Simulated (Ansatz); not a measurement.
Runs of Ansatz 0.2.0 on Be. Symmetry: P4/mmm, No. 123, tetragonal system. Conventional cell: a = 2.021 Å, b = 2.021 Å, c = 2.662 Å, α = 90.00°, β = 90.00°, γ = 90.00°. Be (site symmetry 4/mmm) is surrounded by 4 Be at 2.02 Å. The cell was built by a generator and needn't be a form met in nature.

| level | gap on the mesh (eV) | pressure (GPa) | relaxed volume (Å³/atom) |
| --- | --- | --- | --- |
| RPBE | none | 0.0 | 11.18 |
| revPBE | none | 0.0 | 11.14 |
| PBEsol | none | 0.0 | 10.70 |
| LDA | none | 0.0 | (a) |

Alike in all rows: task relaxation of cell and atoms; potentials or basis Ansatz PAW; no spin polarisation; cell relaxed; k mesh 13 × 13 × 10; cutoff (eV) 420; smearing fermi-dirac 0.05 eV.

**Question.** Fill in the values left out.

**Answer.** (a) 10.38.

Caveats: the plane-wave basis is chosen anew once the cell has moved, so the energies of steps on either side of that aren't comparable; the PAW data sets come from PBE, with cores solved anew for the run's functional, which leaves a small shift of forces and pressure.

A gap of «none» marks a metal or a gap under the smearing width.

Runs at the PBE level aren't shown here.
